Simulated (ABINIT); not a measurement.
Here is an ABINIT 10.8.3 (patched build) calculation.

The input run.abi:

```
ndtset 7
getwfk -1
scalecart1 3*0.9795861087
scalecart2 3*0.9864848297
scalecart3 3*0.9932883884
scalecart4 3*1.0000000000
scalecart5 3*1.0066227096
scalecart6 3*1.0131594038
scalecart7 3*1.0196128224

pp_dirpath "./"
pseudos "Zn.GGA_PBE-JTH.xml, S.GGA_PBE-JTH.xml"

acell 3.8212050455 3.8212050455 3.8212050455 Angstrom
rprim
     0.0000000000     0.7071067812     0.7071067812
     0.7071067812     0.0000000000     0.7071067812
     0.7071067812     0.7071067812     0.0000000000
ntypat 2
znucl 30 16
natom 2
typat 1 2
xred
     0.7500000000     0.7500000000     0.7500000000
     0.0000000000     0.0000000000     0.0000000000

ecut 22.0
pawecutdg 44.0
pawxcdev 0

kptopt 1
ngkpt 9 9 9
nshiftk 1
shiftk 0.0 0.0 0.0

ixc 11

nband 13
occopt 3
tsmear 0.05 eV

nstep 100
tolvrs 1.0e-9

iomode 3
prtwf 1
prtden 0
prteig 0
prtebands 0
enunit 1
```

Potentials or basis: JTH PAW PBE v2.0.

The run is started by

```bash
$ abinit run.abi > log 2>&1
```

Task: Predict the pressure derivative of the bulk modulus.

Result: 4.4.

Task: What does it give for the equilibrium volume?

Result: 20.15 Å³/atom.

Task: Estimate the bulk modulus.

Result: 70 GPa.

Energy against volume, from the lowest point:
```
volume (Å³/atom)  energy (meV/atom)
          18.543              32.40
          18.938              17.73
          19.332               7.74
          19.727               1.98
          20.121               0.00
          20.516               1.43
          20.910               5.92
```

Caveat: pressures at fixed basis lie under the slope of the energies. PBE usually gives volumes a little too large and moduli too small.

**What was measured.**

“Electronic, vibrational, and thermodynamic properties of ZnS (zincblende and rocksalt structure)”, 2009, arxiv:0911.5022 quotes, for a bulk crystal of ZnS: bulk modulus 76.9 GPa.

Against the measured bulk modulus of ZnS, 76.9 GPa (quoted in “Electronic, vibrational, and thermodynamic properties of ZnS (zincblende and rocksalt structure)”, 2009, arxiv:0911.5022), the calculated 70 GPa is off by -8.8 %. The fit is for a static lattice scaled at fixed shape and fixed fractional positions.
